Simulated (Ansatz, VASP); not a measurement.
One calculation of PbSe, two programs

File POSCAR:

```
PbSe
1.0
    4.3573617662      0.0000000000      0.0000000000
   -2.1786808831      3.7735859831      0.0000000000
    0.0000000000      0.0000000000      7.7032035440
Pb Se
2 2
Direct
    0.0000000000      0.0000000000      0.0000000000
    0.0000000000      0.0000000000      0.5000000000
    0.3333333333      0.6666666667      0.2500000000
    0.6666666667      0.3333333333      0.7500000000
```

INCAR.step1

```
PREC = Accurate
ENCUT = 520
ISMEAR = -1
SIGMA = 0.02
LREAL = False
LASPH = True
NELM = 80
NBANDS = 28
GGA = PE
ALGO = Normal
EDIFF = 1E-4
LWAVE = True
LCHARG = False
```

INCAR.step2

```
PREC = Accurate
ENCUT = 520
EDIFF = 1E-6
ISMEAR = -1
SIGMA = 0.02
LREAL = False
LASPH = True
NELM = 80
ALGO = Normal
ISIF = 2
LWAVE = False
LCHARG = False
METAGGA = R2SCAN
LMIXTAU = True
NBANDS = 28
ISTART = 1
```

The input KPOINTS:

```
Automatic mesh
0
Gamma
  6 6 4
```

Input for Ansatz:

```yaml
crystal:
  lattice:
    - [4.3573617662, 0.0, 0.0]
    - [-2.1786808831, 3.7735859831, 0.0]
    - [0.0, 0.0, 7.703203544]
  atoms:
    - { symbol: Pb, position: [0.0, 0.0, 0.0] }
    - { symbol: Pb, position: [0.0, 0.0, 0.5] }
    - { symbol: Se, position: [0.3333333333, 0.6666666667, 0.25] }
    - { symbol: Se, position: [0.6666666667, 0.3333333333, 0.75] }
kpoints:
  mp_grid: { grid: [6, 6, 4] }
hamiltonian:
  xc: r2scan
scf:
  occupations: { method: fermi_dirac, width: 0.02 }
  n_extra_bands: 5
output:
  forces: true
  stress: true
  eigenvalues: true
```

Alike in both runs: task single point; functional r2SCAN; k mesh 6 × 6 × 4; occupations fermi-dirac, width 0.02 eV; no spin polarisation.

```csv
,VASP,Ansatz
version,VASP 6.6.1,Ansatz 0.2.0
potentials or method,"VASP PAW PBE potentials, release 64 (Pb_d, Se)","plane waves, PAW"
plane-wave cutoff (eV),520,500
valence electrons in the cell,40,60
```

```csv
,VASP,Ansatz,Ansatz less VASP
pressure (GPa),-2.6,-2.6,0.00
largest component of the traceless stress (GPa),0.38,0.38,-0.001
```

The two sets of potentials don't hold the same shells in valence.

Caveats: the PAW data sets were made with another functional, which shifts forces and pressure a little (VASP); spin-orbit coupling is left out, which as a rule narrows the gap of such compounds by several tenths of an eV.
